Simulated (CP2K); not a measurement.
The system is GaSb.

```xyz
2
Lattice="4.3261 0.0000 0.0000 2.1630 3.7465 0.0000 2.1630 1.2488 3.5322" Properties=species:S:1:pos:R:3 pbc="T T T"
Sb    6.4891    3.7465    2.6492
Ga    0.0000    0.0000    0.0000
```

Program: CP2K 2026.2. Alike in all runs: task band structure; no spin polarisation; cell as given; k mesh 8 × 8 × 8.

Q: Order these runs on this cell by their pressure, lowest first.
A. level PBE; potentials or basis POTENTIAL_UZH Sb GTH-PBE-q5, Ga GTH-PBE-q13; TZVP-MOLOPT-PBE-GTH basis; smearing fermi-dirac 0.01 eV; EPS_DEFAULT 1.0E-10; NGRIDS 4; points a segment of the path (NPOINTS) 6; bands added on the path 4; CUTOFF of the grids 450 Ry
B. level r2SCAN; potentials or basis POTENTIAL_UZH Sb GTH-SCAN-q5, Ga GTH-SCAN-q13; TZVP-MOLOPT-SCAN-GTH basis; smearing fermi-dirac 0.0259 eV; EPS_DEFAULT 1.0E-9; NGRIDS 5; points a segment of the path (NPOINTS) 8; bands added on the path 6; CUTOFF of the grids 675 Ry
C. level PBEsol; potentials or basis POTENTIAL_UZH Sb GTH-PBE-q5, Ga GTH-PBE-q13; TZVP-MOLOPT-PBE-GTH basis; smearing fermi-dirac 0.0259 eV; EPS_DEFAULT 1.0E-9; NGRIDS 4; points a segment of the path (NPOINTS) 10; bands added on the path 2; CUTOFF of the grids 450 Ry

A: B (-0.3 GPa), C (1.3 GPa), A (2.9 GPa).

Caveats: the basis of atomic orbitals isn't converged, which shifts pressures, moduli and gaps; the potentials were made for another functional, which shifts forces and pressure (some runs).
